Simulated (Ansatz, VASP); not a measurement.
**CaO: VASP beside Ansatz**

INCAR

```
SYSTEM = CaO
PREC = Accurate ; ENCUT = 520
EDIFF = 1E-7 ; ISMEAR = 0
SIGMA = 0.02 ; LREAL = .FALSE.
LASPH = .TRUE. ; NELM = 60
ALGO = Normal ; ISIF = 2
LWAVE = .FALSE. ; LCHARG = .TRUE.
GGA = PE ; LELF = .TRUE.
LVHAR = .TRUE. ; NBANDS = 15
```

Contents of KPOINTS:

```
regular mesh
0
G
  8 8 8
  0 0 0
```

File POSCAR:

```
CaO
1.0
    0.0000000000      2.3661833462      2.3661833462
    2.3661833462      0.0000000000      2.3661833462
    2.3661833462      2.3661833462      0.0000000000
Ca O
1 1
Direct
    0.0000000000      0.0000000000      0.0000000000
    0.5000000000      0.5000000000      0.5000000000
```

Input for Ansatz:

```yaml
crystal:
  lattice:
    - [0.0, 2.3661833462, 2.3661833462]
    - [2.3661833462, 0.0, 2.3661833462]
    - [2.3661833462, 2.3661833462, 0.0]
  atoms:
    - { symbol: Ca, position: [0.0, 0.0, 0.0] }
    - { symbol: O, position: [0.5, 0.5, 0.5] }
basis:
  ecutwfc: 420
kpoints:
  mp_grid: { grid: [8, 8, 8] }
hamiltonian:
  xc: pbe
scf:
  occupations: { method: gaussian, width: 0.02 }
output:
  forces: true
  stress: true
  eigenvalues: true
```

Alike in both runs: task single point; functional PBE; k mesh 8 × 8 × 8; occupations gaussian, width 0.02 eV; no spin polarisation.

|  | VASP | Ansatz |
| --- | --- | --- |
| version | VASP 6.6.1 | Ansatz 0.2.0 |
| potentials or method | VASP PAW PBE potentials, release 64 (Ca_sv, O) | scalar-relativistic, plane waves, PAW |
| plane-wave cutoff (eV) | 520 | 420 |
| valence electrons in the cell | 16 | 16 |

```csv
,VASP,Ansatz,Ansatz less VASP
gap on the k mesh at the Fermi level (eV),3.62,3.64,+0.022
least direct gap on the mesh (eV),3.98,4.00,+0.021
pressure (GPa),8.2,7.4,-0.73
```

A k mesh can miss the band edges. A hybrid or GW would open this gap; PBE tends to underestimate it.
